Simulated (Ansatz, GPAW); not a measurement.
# A C7 chain between two Pd chains: relaxation, then transmission at several levels, part 3 of 4

How well does a C7 chain between two Pd chains conduct once its atoms have relaxed, and how much do cheaper levels lose?

GPAW 26.7.0 and Ansatz 0.2.0; Ansatz plane waves; relaxation of the junction with the lead ends held; PAW set soft_1 (the session's first sound run).

So far, transmission at the Fermi level (one spin): step 3 (plane-wave reference (PBE)) 0.108.

### Step 4. GPAW, dzp

Localised orbitals split the wire into layers that couple to their neighbours alone, which is what the Green's function method needs; double zeta with polarisation is the usual level for numbers.

This step: GPAW LCAO, PAW setups; Landauer transmission from Green's functions with principal layers (ASE), zero bias (GPAW 26.7.0).

File run.py:

```python
import json
import numpy as np
from ase import Atoms
from ase.transport.calculators import TransportCalculator
from gpaw import GPAW, FermiDirac
from gpaw.lcao.tools import get_lcao_hamiltonian
from scipy.linalg import eigh

# The junction with lead layers at both ends, along the third cell vector
device = Atoms(
    ['Pd', 'Pd', 'Pd', 'Pd', 'Pd', 'Pd', 'Pd', 'Pd', 'C', 'C', 'C', 'C', 'C', 'C', 'C', 'Pd', 'Pd', 'Pd', 'Pd', 'Pd', 'Pd', 'Pd', 'Pd'],
    positions=[
        [4.50000, 4.50000, 1.25000],
        [4.50000, 4.50000, 3.75000],
        [4.50000, 4.50000, 6.25000],
        [4.50000, 4.50000, 8.75000],
        [4.50000, 4.50000, 11.25000],
        [4.50000, 4.50000, 13.75000],
        [4.93697, 4.46523, 16.30622],
        [3.96263, 4.50662, 18.75158],
        [4.31727, 4.49348, 20.57569],
        [4.42096, 4.49634, 21.86129],
        [4.46585, 4.50322, 23.16025],
        [4.49675, 4.51902, 24.44732],
        [4.52088, 4.54065, 25.73434],
        [4.54690, 4.58089, 27.03338],
        [4.59420, 4.66821, 28.31913],
        [4.74031, 4.96985, 30.14901],
        [4.33328, 4.13064, 32.61112],
        [4.50000, 4.50000, 35.17700],
        [4.50000, 4.50000, 37.67700],
        [4.50000, 4.50000, 40.17700],
        [4.50000, 4.50000, 42.67700],
        [4.50000, 4.50000, 45.17700],
        [4.50000, 4.50000, 47.67700]],
    cell=[[9.0, 0.0, 0.0], [0.0, 9.0, 0.0], [0.0, 0.0, 48.927]],
    pbc=True)

# One principal layer of the lead: the first 5 atoms of the device
lead = Atoms(
    ['Pd', 'Pd', 'Pd', 'Pd', 'Pd'],
    positions=[
        [4.50000, 4.50000, 1.25000],
        [4.50000, 4.50000, 3.75000],
        [4.50000, 4.50000, 6.25000],
        [4.50000, 4.50000, 8.75000],
        [4.50000, 4.50000, 11.25000]],
    cell=[[9.0, 0.0, 0.0], [0.0, 9.0, 0.0], [0.0, 0.0, 12.5]],
    pbc=True)

settings = dict(mode='lcao', basis='dzp', xc='PBE', h=0.2,
                occupations=FermiDirac(0.1), maxiter=250,
                mixer=dict(beta=0.1, nmaxold=8, weight=100.0),
                convergence=dict(density=0.0001))
energies = np.arange(-2, 2 + 1e-9, 0.025)
eta = 0.0001
n1, n2 = 1, 1
# k and -k transmit alike, so half of the mesh across the current serves
mesh = [(i, j) for i in range(n1) for j in range(n2) if (i, j) <= (-i % n1, -j % n2)]
weights = np.array([1 if (i, j) == (-i % n1, -j % n2) else 2 for i, j in mesh]) / (n1 * n2)


def ground_state(atoms, size, txt):
    atoms.calc = GPAW(kpts={'size': size, 'gamma': True}, symmetry={'tolerance': 1e-3}, txt=txt, **settings)
    atoms.get_potential_energy()
    return atoms.calc.get_fermi_level()


def blocks(atoms, fermi, points, nz, cells):
    """H - E_F S and S between cell 0 and the cells above it, at each point across the current."""
    kz = np.arange(nz) / nz
    calc = atoms.calc.fixed_density(kpts=[(*k, z) for k in points for z in kz], symmetry='off', txt=None)
    H, S = get_lcao_hamiltonian(calc)
    H = (H - fermi * S).reshape(len(H), len(points), nz, *S.shape[1:])
    S = S.reshape(H.shape[1:])
    phases = [np.exp(-2j * np.pi * kz * R) / nz for R in cells]
    return [(np.einsum('skzij,z->ksij', H, p), np.einsum('kzij,z->kij', S, p)) for p in phases]


def pair(a, b):
    return np.block([[a, b], [b.T.conj(), a]])


def count_channels(h, s, cells, nk=240):
    """Half the number of times that the lead's bands cross each energy, unfolded to its shortest repeat."""
    b = len(h) // cells
    bands = []
    for k in (np.arange(nk + 1) + 0.5) / nk:
        hk, sk = h[:b, :b].copy(), s[:b, :b].copy()
        for R in range(1, cells):
            phase, block = np.exp(2j * np.pi * k * R), slice(R * b, (R + 1) * b)
            hk += h[:b, block] * phase + (h[:b, block] * phase).T.conj()
            sk += s[:b, block] * phase + (s[:b, block] * phase).T.conj()
        w, u = eigh(sk)
        x = u[:, w > 1e-5] / w[w > 1e-5]**0.5  # drop near-dependent combinations
        bands.append(np.r_[eigh(x.T.conj() @ hk @ x, eigvals_only=True), [1e9] * (w <= 1e-5).sum()])
    below = np.array(bands)[:, :, None] < energies
    return (below[1:] != below[:-1]).sum((0, 1)) / 2


fermi_lead = ground_state(lead, (1, 1, 9), 'lead.txt')
fermi_device = ground_state(device, (1, 1, 2), 'device.txt')
T, channels, eigen, tail, misfit, shifts = [], [], [], 0.0, 0.0, []
for first in range(0, len(mesh), 210):
    points = [(i / n1, j / n2) for i, j in mesh[first:first + 210]]
    (H0k, S0k), (H1k, S1k), (H2k, _) = blocks(lead, fermi_lead, points, 5, range(3))
    [(Hk, Sk)] = blocks(device, fermi_device, points, 2, [0])
    tail = max(tail, abs(H2k).max())
    for H0, S0, H1, S1, H, S in zip(H0k, S0k, H1k, S1k, Hk, Sk):
        n = len(S0)
        # Shift the lead onto the potential of the device's first layer
        shift = ((H[:, 0, 0] - H0[:, 0, 0]) / S0[0, 0]).real.mean()
        shifts.append(shift)
        misfit = max(misfit, abs(H[:, :n, :n] - H0 - shift * S0).max())
        Tk, Ck, Ek = [], [], []
        for s in range(len(H)):
            t = s % len(H0)  # a lead without moments serves both spins
            h1, s1 = pair(H0[t] + shift * S0, H1[t] + shift * S1), pair(S0, S1)
            leads = dict(h1=h1, s1=s1, energies=energies, eta=eta, eta1=eta, eta2=eta)
            calc = TransportCalculator(h=H[s], s=S, eigenchannels=3, **leads)
            Tk.append(calc.get_transmission())
            Ek.append(np.sort(calc.eigenchannels_ne, axis=0)[::-1])
            Ck.append(count_channels(h1, s1, 10))
        T.append(Tk)
        channels.append(Ck)
        eigen.append(Ek)
T, channels = np.array(T), np.array(channels)
mean, open_channels = np.einsum('kse,k->se', T, weights), np.einsum('kse,k->se', channels, weights)

print(f'basis functions: device {len(S)}, principal layer {n}')
print(f'Fermi level: lead {fermi_lead:.4f} eV, device {fermi_device:.4f} eV; lead shifted by {np.mean(shifts):.4f} eV')
print(f'largest coupling past the next layer {tail:.2e} eV, largest misfit of the first layer {misfit:.3f} eV')
print('  E-E_F (eV)   ' + 'T (one spin)  channels')
for e, t, c in zip(energies, mean.T, open_channels.T):
    print(f'{e:10.3f}  ', *[f'{x:11.4e}' for x in t], *[f'{x:9.4f}' for x in c])

kT = 8.617333e-5 * 300
fine = np.linspace(energies[0], energies[-1], 4001)
both = np.exp(np.interp(fine, energies, np.log(np.maximum(mean.sum(0) * 2 / len(mean), 1e-30))))
fermi = lambda mu: 1 / (1 + np.exp(np.clip((fine - mu) / kT, -200, 200)))
slope = fermi(0) * (1 - fermi(0)) / kT
G = np.trapezoid(both * slope, fine) / 2
seebeck = -np.trapezoid(both * slope * fine, fine) / (2 * G * 300) * 1e6
print(f'conductance at 300 K: {G:.5g} G0 a cell; thermopower {seebeck:.4g} uV/K')
bias = [0.1, 0.2, 0.5, 1.0, 1.5, 2.0]
current = [38.74 * np.trapezoid(both * (fermi(V / 2) - fermi(-V / 2)), fine) for V in bias]
for V, I in zip(bias, current):
    print(f'current from the zero-bias T(E) at {V} V: {I:.5g} uA')
zero = abs(energies).argmin()
json.dump(dict(energies=energies.tolist(), T=mean.tolist(), channels=open_channels.tolist(), G=G, seebeck=seebeck,
               bias=bias, current=current, tail=tail, misfit=misfit, shift=np.mean(shifts), n_device=len(S), n_lead=n,
               fermi=[fermi_lead, fermi_device], energy=device.get_potential_energy(),
               moments=device.get_magnetic_moments().tolist(), mesh=mesh, weights=weights.tolist(),
               T_k=T[:, :, zero].tolist(), eigen=np.array(eigen[0]).tolist()), open('result.json', 'w'))
```

Run with:

```console
$ OMP_NUM_THREADS=1 OPENBLAS_NUM_THREADS=1 python run.py
```

Output:

```text
basis functions: device 523, principal layer 135
Fermi level: lead -4.0202 eV, device -4.0984 eV; lead shifted by -0.0018 eV
largest coupling past the next layer 1.07e-04 eV, largest misfit of the first layer 0.021 eV
  E-E_F (eV)   T (one spin)  channels
    -2.000    5.0327e-01    3.0000
    -1.975    5.3219e-01    3.0000
    -1.950    5.6448e-01    3.0000
    -1.925    6.0045e-01    3.0000
    -1.900    6.3967e-01    3.0000
    -1.875    6.8394e-01    3.0000
    -1.850    7.3222e-01    3.0000
    -1.825    7.8489e-01    3.0000
    -1.800    8.4198e-01    3.0000
    -1.775    9.0331e-01    3.0000
    -1.750    9.6857e-01    3.0000
    -1.725    1.0372e+00    3.0000
    -1.700    1.1083e+00    3.0000
    -1.675    1.1809e+00    3.0000
    -1.650    1.2537e+00    3.0000
    -1.625    1.3250e+00    3.0000
[...]
1.825    3.4044e-05    1.0000
     1.850    3.0746e-05    1.0000
     1.875    2.7673e-05    1.0000
     1.900    2.4809e-05    1.0000
     1.925    2.2141e-05    1.0000
     1.950    1.9657e-05    1.0000
     1.975    1.7346e-05    1.0000
     2.000    1.5200e-05    1.0000
conductance at 300 K: 0.087216 G0 a cell; thermopower 37.8 uV/K
current from the zero-bias T(E) at 0.1 V: 0.6666 uA
current from the zero-bias T(E) at 0.2 V: 1.2821 uA
current from the zero-bias T(E) at 0.5 V: 2.9558 uA
current from the zero-bias T(E) at 1.0 V: 9.8132 uA
current from the zero-bias T(E) at 1.5 V: 26.456 uA
current from the zero-bias T(E) at 2.0 V: 35.563 uA
```

It took 7.9 min on 1 thread of Intel Xeon Platinum 8488C (Sapphire Rapids), shared host; peak memory 1.9 GiB.

This step gave:

```yaml
conductance: 0.08722 G₀
largest_coupling_past_the_next_principal_layer: 1.07e-4 eV
largest_misfit_of_the_first_principal_layer: 0.02110 eV
shift_that_aligns_the_lead: -0.001836 eV
basis_functions_of_the_junction: 523
basis_functions_of_a_principal_layer: 135
transmission_at_the_fermi_level_one_spin: 0.09058
```

One spin. Transmission, zone mean against energy, zero at the Fermi level:

```csv
energy (eV),"transmission, zone mean"
-2.000,0.503
-1.800,0.842
-1.600,1.39
-1.400,1.75
-1.300,1.80
-1.200,1.74
-1.000,1.58
-0.800,0.439
-0.700,1.11
-0.600,0.757
-0.475,1.39
-0.400,0.271
-0.200,0.138
0.000,0.0906
0.200,9.4e-4
0.400,0.00473
0.600,0.530
0.800,0.00397
1.000,8.8e-4
1.200,3.4e-4
1.400,1.6e-4
1.600,7.8e-5
1.800,3.8e-5
2.000,1.5e-5
```

Crossings of the lead's bands, unfolded to its shortest repeat. The open channels, zone mean by energy, zero at the Fermi level:

energy (eV), open channels, zone mean and a bar from the least value:
```
   -2.000       3.00 ###############
   -1.800       3.00 ###############
   -1.600       3.00 ###############
   -1.400       3.00 ###############
   -1.200       3.00 ###############
   -1.000       5.00 ##############################
   -0.800       5.00 ##############################
   -0.600       5.00 ##############################
   -0.400       4.00 ######################
   -0.200       4.00 ######################
    0.000       4.00 ######################
    0.200       1.00 
    0.400       1.00 
    0.600       1.00 
    0.800       1.00 
    1.000       1.00 
    1.200       1.00 
    1.400       1.00 
    1.600       1.00 
    1.800       1.00 
    2.000       1.00
```

Not self-consistent under bias; the bias window is split evenly. Table of current through one cell, from the zero-bias transmission by bias:

| bias (V) | current through one cell, from the zero-bias transmission (μA) |
| --- | --- |
| 0.100 | 0.667 |
| 0.200 | 1.28 |
| 0.500 | 2.96 |
| 1.000 | 9.81 |
| 1.500 | 26.5 |
| 2.000 | 35.6 |

The transmission of the three most open eigenchannels by energy, zero at the Fermi level:

```
energy (eV)  channel 1  channel 2  channel 3
     -2.000      0.379      0.124     5.2e-8
     -1.900      0.483      0.156     1.2e-7
     -1.800      0.609      0.233     2.9e-7
     -1.700      0.734      0.374     6.9e-7
     -1.600      0.828      0.566     1.5e-6
     -1.500      0.879      0.738     3.1e-6
     -1.400      0.904      0.845     5.1e-6
     -1.300      0.911      0.885     6.8e-6
     -1.200      0.882      0.855     7.4e-6
     -1.100      0.768      0.733     6.2e-6
     -1.000      0.940      0.639     1.7e-6
     -0.900     0.0563     0.0228     1.1e-5
     -0.800      0.247      0.193     8.9e-6
     -0.700      0.628      0.480     4.1e-6
     -0.600      0.407      0.350     4.9e-6
     -0.500      0.241      0.221     2.4e-5
     -0.400      0.165      0.106     1.7e-5
     -0.300      0.118     0.0667     5.1e-4
     -0.200     0.0844     0.0537     5.6e-5
     -0.100     0.0734     0.0485     1.9e-5
      0.000     0.0539     0.0366     1.1e-5
      0.100     0.0189     0.0107     5.5e-6
      0.200     9.4e-4    1.0e-11          0
      0.300    0.00196          0          0
      0.400    0.00473          0          0
      0.500     0.0184          0          0
      0.600      0.530          0          0
      0.700     0.0152          0          0
      0.800    0.00397          0          0
      0.900    0.00168          0          0
      1.000     8.8e-4          0          0
      1.100     5.3e-4          0          0
      1.200     3.4e-4          0          0
      1.300     2.3e-4          0          0
      1.400     1.6e-4          0          0
      1.500     1.1e-4          0          0
      1.600     7.8e-5          0          0
```

At the Fermi level T is 0.0906 against 0.108 in plane waves. Couplings past the next layer reach 1.1e-4 eV, small enough to drop; the matrix elements of the cell's first layer differ from the bulk lead's by up to 0.021 eV. That layer keeps its own values in the calculation, and only beyond it is the lead taken as perfect. The Fermi levels of lead and junction count from different zeros of potential, one for each periodic cell; with both set to zero, the small remaining shift is what aligns them. By hand: G = 0.08722 × 77.48 μS = 6.76 μS, a resistance of 148 kΩ; at 0.1 V a linear junction would pass 0.676 μA, and the integral over the bias window gives 0.667 μA.

### Step 5. Single-zeta polarised basis

One radial function a shell plus polarisation makes the matrices smaller; the question is what that costs.

run.py: that of step 4 with these lines changed.

```diff
@@ -50,3 +50,3 @@
 
-settings = dict(mode='lcao', basis='dzp', xc='PBE', h=0.2,
+settings = dict(mode='lcao', basis='szp(dzp)', xc='PBE', h=0.2,
                 occupations=FermiDirac(0.1), maxiter=250,
```

Output:

```text
basis functions: device 303, principal layer 75
Fermi level: lead -4.1832 eV, device -4.5506 eV; lead shifted by -0.0004 eV
largest coupling past the next layer 1.09e-04 eV, largest misfit of the first layer 0.064 eV
  E-E_F (eV)   T (one spin)  [channel counts left out]
    -2.000    5.3328e-01
    -1.975    5.8143e-01
    -1.950    6.3477e-01
[...]
1.975    3.8092e-05
     2.000    3.6302e-05
conductance at 300 K: 0.036623 G0 a cell; thermopower 92.74 uV/K
current from the zero-bias T(E) at 0.1 V: 0.28053 uA
current from the zero-bias T(E) at 0.2 V: 0.56024 uA
current from the zero-bias T(E) at 0.5 V: 1.5802 uA
current from the zero-bias T(E) at 1.0 V: 4.5792 uA
current from the zero-bias T(E) at 1.5 V: 11.118 uA
current from the zero-bias T(E) at 2.0 V: 22.336 uA
```

The job ended after 5.8 min (1 thread; peak memory 1.8 GiB).

Numbers from this step:

```yaml
conductance: 0.03662 G₀
largest_coupling_past_the_next_principal_layer: 1.09e-4 eV
largest_misfit_of_the_first_principal_layer: 0.06417 eV
shift_that_aligns_the_lead: -4.38e-4 eV
basis_functions_of_the_junction: 303
basis_functions_of_a_principal_layer: 75
transmission_at_the_fermi_level_one_spin: 0.04188
```

One spin. Transmission, zone mean against energy, zero at the Fermi level:

```csv
energy (eV),"transmission, zone mean"
-2.000,0.533
-1.900,0.759
-1.800,1.08
-1.700,1.47
-1.600,1.76
-1.500,1.89
-1.450,1.91
-1.400,1.87
-1.300,1.48
-1.200,0.710
-1.100,0.0692
-1.000,0.297
-0.900,0.678
-0.850,0.765
-0.800,0.692
-0.700,0.324
-0.600,1.14
-0.500,0.124
-0.400,0.102
-0.300,0.112
-0.200,0.0821
-0.100,0.0734
0.000,0.0419
0.100,4.8e-4
0.200,0.00229
0.300,0.0253
0.350,0.427
0.400,0.0322
0.500,0.00520
0.600,0.00207
0.700,0.00111
0.800,6.9e-4
0.900,4.6e-4
1.000,3.3e-4
1.100,2.4e-4
1.200,1.8e-4
1.300,1.4e-4
1.400,1.2e-4
1.500,9.4e-5
1.600,7.7e-5
1.700,6.4e-5
1.800,5.3e-5
1.900,4.4e-5
2.000,3.6e-5
```

The conductance, 0.0366 G₀, lies 58 % below that of the dzp run.

### Step 6. GPAW, sz: basis = "sz(dzp)"

The minimal basis is the cheapest rung: no second zeta and no polarisation.

run.py: that of step 5 with these lines changed.

```diff
@@ -50,3 +50,3 @@
 
-settings = dict(mode='lcao', basis='szp(dzp)', xc='PBE', h=0.2,
+settings = dict(mode='lcao', basis='sz(dzp)', xc='PBE', h=0.2,
                 occupations=FermiDirac(0.1), maxiter=250,
```

Output:

```text
basis functions: device 220, principal layer 60
Fermi level: lead -4.1979 eV, device -4.6451 eV; lead shifted by -0.0010 eV
largest coupling past the next layer 1.09e-04 eV, largest misfit of the first layer 0.042 eV
  E-E_F (eV)   T (one spin)  [channel counts left out]
    -2.000    7.9080e-01
    -1.975    8.6173e-01
    -1.950    9.3730e-01
[...]
1.975    2.6400e-05
     2.000    2.4827e-05
conductance at 300 K: 0.052445 G0 a cell; thermopower 77.44 uV/K
current from the zero-bias T(E) at 0.1 V: 0.39713 uA
current from the zero-bias T(E) at 0.2 V: 0.76982 uA
current from the zero-bias T(E) at 0.5 V: 2.0849 uA
current from the zero-bias T(E) at 1.0 V: 4.9017 uA
current from the zero-bias T(E) at 1.5 V: 11.487 uA
current from the zero-bias T(E) at 2.0 V: 20.748 uA
```

Wall time 5 min (1 thread); peak memory 1.7 GiB.

Numbers from this step:

* conductance: 0.05245 G₀
* largest misfit of the first principal layer: 0.04214 eV
* shift that aligns the lead: -9.54e-4 eV
* basis functions of the junction: 220
* basis functions of a principal layer: 60
* transmission at the Fermi level (one spin): 0.06002

The conductance, 0.0524 G₀, lies 40 % below that of the dzp run.

### Step 7. revPBE in the dzp basis: xc = "revPBE"

Back in the dzp basis, the functional changes from PBE to revPBE, to set the spread between functionals beside that between bases.

run.py: that of step 6 with these lines changed.

```diff
@@ -50,3 +50,3 @@
 
-settings = dict(mode='lcao', basis='sz(dzp)', xc='PBE', h=0.2,
+settings = dict(mode='lcao', basis='dzp', xc='revPBE', h=0.2,
                 occupations=FermiDirac(0.1), maxiter=250,
```

Output:

```text
basis functions: device 523, principal layer 135
Fermi level: lead -3.8734 eV, device -3.9603 eV; lead shifted by -0.0032 eV
largest coupling past the next layer 1.03e-04 eV, largest misfit of the first layer 0.027 eV
  E-E_F (eV)   T (one spin)  [channel counts left out]
    -2.000    5.0564e-01
    -1.975    5.3532e-01
    -1.950    5.6842e-01
[...]
1.975    1.7182e-05
     2.000    1.5050e-05
conductance at 300 K: 0.081255 G0 a cell; thermopower 39.92 uV/K
current from the zero-bias T(E) at 0.1 V: 0.62097 uA
current from the zero-bias T(E) at 0.2 V: 1.1953 uA
current from the zero-bias T(E) at 0.5 V: 2.7911 uA
current from the zero-bias T(E) at 1.0 V: 7.9035 uA
current from the zero-bias T(E) at 1.5 V: 23.571 uA
current from the zero-bias T(E) at 2.0 V: 32.551 uA
```

It took 10 min on 1 thread; peak memory 1.9 GiB.

Numbers from this step:

- conductance: 0.08125 G₀
- largest coupling past the next principal layer: 1.03e-4 eV
- largest misfit of the first principal layer: 0.02729 eV
- shift that aligns the lead: -0.003169 eV
- basis functions of the junction: 523
- basis functions of a principal layer: 135
- transmission at the Fermi level (one spin): 0.08441

The conductance, 0.0813 G₀, lies 6.8 % below that of the dzp run.

(Part 3 of 4 ends here.)

[Logs are printed without paths, hosts, clocks, repeated set-up lines and the standing remarks that a program may print on its own settings, such as how far it seeks lower states.]

[Hosts, paths, dates, database ids (printed as entryN), source tags and the programs' standing remarks are cut or masked in the printed files.]
